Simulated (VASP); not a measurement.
# Mg3Sb2 (P-3m1) in VASP: further runs

One crystal, Mg3Sb2, is run at these levels: PBEsol; tasks: relaxation of cell and atoms.

All numbers are computed with VASP 6.6.1; they aren't measurements. Logs are shortened: lines on timing, memory, paths and dates and some standing lists are left out, and cuts for length are marked.

## Step 1: The structure

Symmetry: P-3m1, No. 164, trigonal system. Conventional cell: a = 4.582 Å, b = 4.582 Å, c = 7.244 Å, α = 90.00°, β = 90.00°, γ = 120.00°. Mg (site symmetry 3m) is surrounded by 4 Sb at 2.82 to 2.86 Å. Around Mg (site symmetry -3m) lie 6 Sb at 3.15 Å. Sb (site symmetry 3m) is surrounded by 7 Mg at 2.82 to 3.15 Å.

## Step 2: Relaxation of cell and atoms, PBEsol

INCAR

```
ALGO = Normal
EDIFF = 1E-6
EDIFFG = -0.01
ENCUT = 600
GGA = PS
IBRION = 2
ISIF = 3
ISMEAR = 0
LASPH = True
LCHARG = False
LREAL = False
LWAVE = False
NELM = 80
NSW = 90
PREC = Accurate
SIGMA = 0.03
```

KPOINTS

```
k-points
0
Gamma
  9 9 5
```

POSCAR

```
Mg3Sb2
1.0
    4.5820000000      0.0000000000      0.0000000000
   -2.2910000000      3.9681284000      0.0000000000
    0.0000000000      0.0000000000      7.2440000000
Mg Sb
3 2
Direct
    0.3333333300      0.6666666700      0.6300000000
    0.6666666700      0.3333333300      0.3700000000
    0.0000000000      0.0000000000      0.0000000000
    0.3333333300      0.6666666700      0.2350000000
    0.6666666700      0.3333333300      0.7650000000
```

Potentials or basis: VASP PAW PBE potentials, release 64 (Mg, Sb).

Launch:

```sh
> cat potpaw_PBE.64/Mg/POTCAR potpaw_PBE.64/Sb/POTCAR > POTCAR
> mpirun -np 1 vasp_std > vasp.out
```

OUTCAR:

```text
EDIFF = 1E-6
   EDIFFG = -0.01
   ENCUT = 600
   GGA = PS
   IBRION = 2
   ISIF = 3
   ISMEAR = 0
   LASPH = True
   LREAL = False
   NELM = 80
   NSW = 90
   PREC = Accurate

 ion  position               nearest neighbor table
   1  0.333  0.667  0.630-   5 2.82   5 2.82   5 2.82   4 2.86   2 3.25   2 3.25   2 3.25
   2  0.667  0.333  0.370-   4 2.82   4 2.82   4 2.82   5 2.86   1 3.25   1 3.25   1 3.25
   3  0.000  0.000  0.000-   4 3.15   5 3.15   4 3.15   5 3.15   5 3.15   4 3.15
   4  0.333  0.667  0.235-   2 2.82   2 2.82   2 2.82   1 2.86   3 3.15   3 3.15   3 3.15
   5  0.667  0.333  0.765-   1 2.82   1 2.82   1 2.82   2 2.86   3 3.15   3 3.15   3 3.15

  LATTYP: Found a hexagonal cell.
 ALAT       =     4.5820000000
 C/A-ratio  =     1.5809690092

  Lattice vectors:

 A1 = (   4.5820000000,   0.0000000000,   0.0000000000)
 A2 = (  -2.2910000000,   3.9681284000,   0.0000000000)
 A3 = (   0.0000000000,   0.0000000000,   7.2440000000)

Analysis of symmetry for initial positions (statically):
=====================================================================
 Subroutine PRICEL returns:
 Original cell was already a primitive cell.

 Routine SETGRP: Setting up the symmetry group for a
 hexagonal supercell.

 Subroutine GETGRP returns: Found 12 space group operations
 (whereof 12 operations were pure point group operations)
 out of a pool of 24 trial point group operations.

The static configuration has the point symmetry D_3d.

Analysis of symmetry for dynamics (positions and initial velocities):
=====================================================================
 Subroutine PRICEL returns:
 Original cell was already a primitive cell.

 Routine SETGRP: Setting up the symmetry group for a
 hexagonal supercell.

 Subroutine GETGRP returns: Found 12 space group operations
 (whereof 12 operations were pure point group operations)
 out of a pool of 24 trial point group operations.

The dynamic configuration has the point symmetry D_3d.

 Subroutine INISYM returns: Found 12 space group operations
 (whereof 12 operations are pure point group operations),
 and found     1 'primitive' translations

----------------------------------------------------------------------------------------

                                     Primitive cell

  volume of cell :     131.7101

  direct lattice vectors                    reciprocal lattice vectors
     4.582000000  0.000000000  0.000000000     0.218245308  0.126003987  0.000000000
    -2.291000000  3.968128400  0.000000000     0.000000000  0.252007974  0.000000000
     0.000000000  0.000000000  7.244000000     0.000000000  0.000000000  0.138045279

  length of vectors
     4.582000000  4.582000000  7.244000000     0.252007974  0.252007974  0.138045279

  position of ions in fractional coordinates (direct lattice)
     0.333333330  0.666666670  0.630000000
     0.666666670  0.333333330  0.370000000
     0.000000000  0.000000000  0.000000000
     0.333333330  0.666666670  0.235000000
     0.666666670  0.333333330  0.765000000

  ion indices of the primitive-cell ions
   primitive index   ion index
                 1           1
                 2           2
                 3           3
                 4           4
                 5           5

----------------------------------------------------------------------------------------

 KPOINTS: k-points

Automatic generation of k-mesh.
 Grid dimensions read from file:
 generate k-points for:    9    9    5

 Generating k-lattice:

  Cartesian coordinates                     Fractional coordinates (reciprocal lattice)
     0.024249479  0.014000443  0.000000000     0.111111111 -0.000000000  0.000000000
     0.000000000  0.028000886  0.000000000     0.000000000  0.111111111  0.000000000
     0.000000000  0.000000000  0.027609056     0.000000000  0.000000000  0.200000000

  Length of vectors
     0.028000886  0.028000886  0.027609056

  Shift w.r.t. Gamma in fractional coordinates (k-lattice)
     0.000000000  0.000000000  0.000000000

 Subroutine IBZKPT returns following result:
 ===========================================

 Found     50 irreducible k-points:

 Following reciprocal coordinates:
            Coordinates               Weight
  0.000000  0.000000  0.000000      1.000000
  0.111111 -0.000000  0.000000      6.000000
  0.222222  0.000000  0.000000      6.000000
  0.333333  0.000000  0.000000      6.000000
  0.444444  0.000000  0.000000      6.000000
  0.111111  0.111111  0.000000      6.000000
[... 16 lines left out ...]
  0.222222  0.111111  0.200000     12.000000
 -0.111111  0.333333  0.200000     12.000000
 [... further k-points ...]
   k-points           NKPTS =     50   k-points in BZ     NKDIM =     50   number of bands    NBANDS=     12
   number of dos      NEDOS =    301   number of ions     NIONS =      5
   total plane-waves  NPLWV =  96000
   dimension x,y,z NGX =    40 NGY =   40 NGZ =   60
   dimension x,y,z NGXF=    80 NGYF=   80 NGZF=  120
   ions per type =               3   2
   NGX,Y,Z   is equivalent  to a cutoff of  14.51, 14.51, 13.77 a.u.
   NGXF,Y,Z  is equivalent  to a cutoff of  29.03, 29.03, 27.54 a.u.
 SYSTEM =  unknown system
   PREC   = accura    normal or accurate (medium, high low for compatibility)
   ISTART =      0    job   : 0-new  1-cont  2-samecut
   ICHARG =      2    charge: 1-file 2-atom 10-const
   ISPIN  =      1    spin polarized calculation?
   LNONCOLLINEAR =      F non collinear calculations
   LSORBIT =      F    spin-orbit coupling
   LASPH  =      T    aspherical Exc in radial PAW
   ENCUT  =  600.0 eV  44.10 Ry    6.64 a.u.   9.15  9.15 14.47*2*pi/ulx,y,z
   NELM   =     80;   NELMIN=  2; NELMDL= -5     # of ELM steps
   EDIFF  = 0.1E-05   stopping-criterion for ELM
   LREAL  =      F    real-space projection
   EDIFFG = -.1E-01   stopping-criterion for IOM
   NSW    =     90    number of steps for IOM
   IBRION =      2    ionic relax: 0-MD 1-quasi-New 2-CG
   NFREE  =      1    steps in history (QN), initial steepest desc. (CG)
   ISIF   =      3    stress and relaxation
   ISYM   =      2    0-nonsym 1-usesym 2-fastsym
   POTIM  = 0.5000    time-step for ionic-motion
   TEBEG  =    0.0;   TEEND  =   0.0 temperature during run
   PSTRESS=    0.0 pullay stress
   NELECT =      16.0000    total number of electrons
   NUPDOWN=      -1.0000    fix difference up-down
   EMIN   =  10.00;   EMAX   =-10.00  energy-range for DOS
   EFERMI =   0.00;   METHOD = LEGACY
   ISMEAR =     0;   SIGMA  =   0.03  broadening in eV -4-tet -1-fermi 0-gaus
   EFERMI_NEDOS =   21; number of points for ismear=-14 and -15
   IALGO  =     38    algorithm
   IMIX   =      4    mixing-type and parameters
     AMIX     =   0.40;   BMIX     =  1.00
     AMIX_MAG =   1.60;   BMIX_MAG =  1.00
  volume/ion in A,a.u.               =      26.34       177.76
  Fermi-wavevector in a.u.,A,eV,Ry     =   0.810790  1.532171  8.944205  0.657381
  Thomas-Fermi vector in A             =   1.920030
   LORBIT       =      0    0 simple, 1 ext, 2 COOP (PROOUT), +10 PAW based schemes
   GGA     = PS    functional components
   LHFCALC =     F    Hartree Fock is set to
   AEXX    =    0.0000 exact exchange contribution
   IVDW    =     0    specifies the selected vdW correction
   LEPSILON=     F    determine dielectric tensor
   LRPA    =     F    only Hartree local field effects (RPA)
 conjugate gradient relaxation of ions
 non-spin polarized calculation
 Gauss-broadening in eV      SIGMA  =   0.03
  energy-cutoff  :      600.00
  volume of cell :      131.71
 maximum number of plane-waves:      4419
 NGX is ok and might be reduce to    40
   NGX = 19   NGY = 19   NGZ = 29

--------------------------------------- Ionic step        1  -------------------------------------------

 number of electron      16.0000000 magnetization

 Free energy of the ion-electron system (eV)
  ---------------------------------------------------
  ext. energy  EPLUGINS =         0.00000000
  ---------------------------------------------------
  free energy    TOTEN  =       -16.11704041 eV

  energy without entropy =      -16.11704041  energy(sigma->0) =      -16.11704041

------------------------ aborting loop because EDIFF is reached ----------------------------------------

  FORCE on cell =-STRESS in cart. coord.  units (eV):
  Direction    XX          YY          ZZ          XY          YZ          ZX
  --------------------------------------------------------------------------------------
  -------------------------------------------------------------------------------------
  Total       -0.5080224     -0.5080224      0.0964846      0.0000000      0.0000000     -0.0000000
  in kB       -6.1797972     -6.1797972      1.1736793      0.0000000      0.0000000     -0.0000000
  external PRESSURE =      -3.7286384 kB  Pullay stress =       0.0000000 kB
[... 180 lines left out ...]
  energy  without entropy=      -16.1597231156  energy(sigma->0) =      -16.15972314

--------------------------------------- Ionic step        6  -------------------------------------------

 number of electron      16.0000000 magnetization

 Free energy of the ion-electron system (eV)
  ---------------------------------------------------
  ext. energy  EPLUGINS =         0.00000000
  ---------------------------------------------------
  free energy    TOTEN  =       -16.16071513 eV

  energy without entropy =      -16.16071499  energy(sigma->0) =      -16.16071506

 E-fermi :   4.6304     XC(G=0):  -8.9502

 val. band max:        4.5544731795   @ k =   0.0000   0.0000   0.0000
 cond. band min:       4.7157467808   @ k =   0.0000   0.4444   0.4000
 fundamental gap:      0.1612736013
 Fermi energy:         4.6303901252

 k-point     1 :       0.0000    0.0000    0.0000
  band No.  band energies     occupation
      1      -5.9006      2.00000
      2      -4.5960      2.00000
      3      -0.4930      2.00000
      4       3.3892      2.00000
      5       3.3892      2.00000
      6       4.1135      2.00000
      7       4.1135      2.00000
      8       4.5545      1.99965
      9       5.6474      0.00000
     10       5.7078      0.00000
     11       7.5452      0.00000
     12       7.5452      0.00000
[... 331 lines left out ...]
 k-point    24 :      -0.1111    0.3333    0.2000
  band No.  band energies     occupation
      1      -5.2630      2.00000
      2      -4.4476      2.00000
      3       0.2007      2.00000
      4       1.2088      2.00000
      5       1.4389      2.00000
      6       2.3149      2.00000
      7       3.1950      2.00000
      8       3.7636      2.00000
      9       5.7009      0.00000
     10       6.8069      0.00000
     11       7.2355      0.00000
     12       7.8843      0.00000

 [... further k-points ...]

------------------------ aborting loop because EDIFF is reached ----------------------------------------

  FORCE on cell =-STRESS in cart. coord.  units (eV):
  Direction    XX          YY          ZZ          XY          YZ          ZX
  --------------------------------------------------------------------------------------
  -------------------------------------------------------------------------------------
  Total        0.0491057      0.0491057      0.0449397     -0.0000000      0.0000000      0.0000000
  in kB        0.6103186      0.6103186      0.5585417     -0.0000000      0.0000000      0.0000000
  external PRESSURE =       0.5930596 kB  Pullay stress =       0.0000000 kB
[... 20 lines left out ...]
  FREE ENERGIE OF THE ION-ELECTRON SYSTEM (eV)
  ---------------------------------------------------
  free  energy   TOTEN  =       -16.1607151327 eV

  energy  without entropy=      -16.1607149866  energy(sigma->0) =      -16.16071506

 reached required accuracy - stopping structural energy minimisation
```

Run time: 2.3 min. Hardware: 1 thread of Intel Xeon 6975P-C (Granite Rapids), shared host; peak memory 0.38 GiB.

What came out:

```
Free energy                            : -16.1607 eV
Relaxed volume                         : 25.78 Å³/atom
Relaxed cell                           : a = 4.552 Å, b = 4.552 Å, c = 7.182 Å, α = 90.00°, β = 90.00°, γ = 120.00°
Space group after relaxing (to 0.05 Å) : P-3m1 (No. 164)
Energy gained by relaxing              : 8.7 meV/atom
Ionic steps                            : 6
Pressure after relaxing                : 0.1 GPa
Largest force after relaxing           : 0.008 eV/Å
Band gap on the k mesh                 : 0.16 eV, indirect (least direct gap 1.09 eV)
```

Forces on the atoms (eV/Å):
```
Mg   0.000  0.000 -0.008
Mg   0.000  0.000  0.008
Mg   0.000  0.000  0.000
Sb   0.000  0.000  0.007
Sb   0.000  0.000 -0.007
```

Step by step:
```csv
step,energy change (eV),largest force (eV/Å),pressure (GPa),volume (Å³)
1,0.0000,0.4752,-0.37,131.71
2,-0.0233,0.3305,-0.14,130.54
3,-0.0358,0.1138,0.31,128.71
4,-0.0423,0.0317,-0.09,129.45
5,-0.0427,0.0279,-0.21,129.68
6,-0.0437,0.0078,0.06,128.91
```

Final structure:
```
Mg Sb
1.0
     4.55240    0.00000    0.00000
    -2.27620    3.94250    0.00000
     0.00000    0.00000    7.18246
Mg Sb
3 2
Direct
  0.33333 0.66667 0.63261
  0.66667 0.33333 0.36739
  0.00000 0.00000 0.00000
  0.33333 0.66667 0.22362
  0.66667 0.33333 0.77638
```

Caveat: the PAW data sets were made with another functional, which shifts forces and pressure a little; spin-orbit coupling is left out, which moves the levels of the heavy elements; an odd mesh through Γ misses points on the zone boundary, where band edges often lie.

## Step 3: Relaxation of cell and atoms, PBEsol

This run uses another cell than the first one, of 25.78 Å³/atom, 0.979 times its volume.

Edit INCAR of step 2 so:

```diff
@@ -1,4 +1,4 @@
 ALGO = Normal
-EDIFF = 1E-6
-EDIFFG = -0.01
+EDIFF = 1E-7
+EDIFFG = -0.005
 ENCUT = 600
```

KPOINTS is that of step 2.

POSCAR

```
Mg3Sb2                                  
1.0
    4.5524044679     -0.0000000000     -0.0000000000
   -2.2762022340      3.9424979174      0.0000000000
   -0.0000000000     -0.0000000000      7.1824592306
  Mg              Sb            
     3     2
Direct
     0.3333333300000021    0.6666666699999979    0.6326104890472478
     0.6666666699999979    0.3333333300000021    0.3673895109527522
     0.0000000000000000    0.0000000000000000    0.0000000000000000
     0.3333333300000021    0.6666666699999979    0.2236238989648533
     0.6666666699999979    0.3333333300000021    0.7763761010351466
```

Potentials or basis: VASP PAW PBE potentials, release 64 (Mg, Sb).

Launch:

```sh
> cat potpaw_PBE.64/Mg/POTCAR potpaw_PBE.64/Sb/POTCAR > POTCAR
> mpirun -np 1 vasp_std > vasp.out
```

It took 65 s on 1 thread of Intel Xeon 6975P-C (Granite Rapids), shared host; peak memory 0.34 GiB.

It converged, with:

* Free energy: -16.1607 eV
* Relaxed volume: 25.82 Å³/atom
* Relaxed cell: a = 4.555 Å, b = 4.555 Å, c = 7.186 Å, α = 90.00°, β = 90.00°, γ = 120.00°
* Space group after relaxing (to 0.05 Å): P-3m1 (No. 164)
* Energy gained by relaxing: 0.0 meV/atom
* Ionic steps: 4
* Pressure after relaxing: 0.0 GPa
* Largest force after relaxing: 0.005 eV/Å
* Band gap on the k mesh: 0.16 eV, indirect (least direct gap 1.09 eV)

Forces in eV/Å, atoms in the order of the input:
```
Mg   0.000  0.000 -0.004
Mg   0.000  0.000  0.004
Mg   0.000  0.000  0.000
Sb   0.000  0.000  0.005
Sb   0.000  0.000 -0.005
```

Final structure:
```
CELL_PARAMETERS angstrom
4.55465 0.00000 0.00000
-2.27732 3.94444 0.00000
0.00000 0.00000 7.18601
ATOMIC_POSITIONS crystal
Mg 0.33333 0.66667 0.63251
Mg 0.66667 0.33333 0.36749
Mg 0.00000 0.00000 0.00000
Sb 0.33333 0.66667 0.22374
Sb 0.66667 0.33333 0.77626
```

Levels at points of the mesh, in eV from the valence-band top:
```csv
k point,band 5,band 6,band 7,band 8,band 9,band 10,band 11,band 12
"(0.00, 0.00, 0.00)",-1.16,-0.44,-0.44,0.00,1.09,1.15,2.99,2.99
```

Caveat: the PAW data sets were made with another functional, which shifts forces and pressure a little; spin-orbit coupling is left out, which moves the levels of the heavy elements; an odd mesh through Γ misses points on the zone boundary, where band edges often lie.
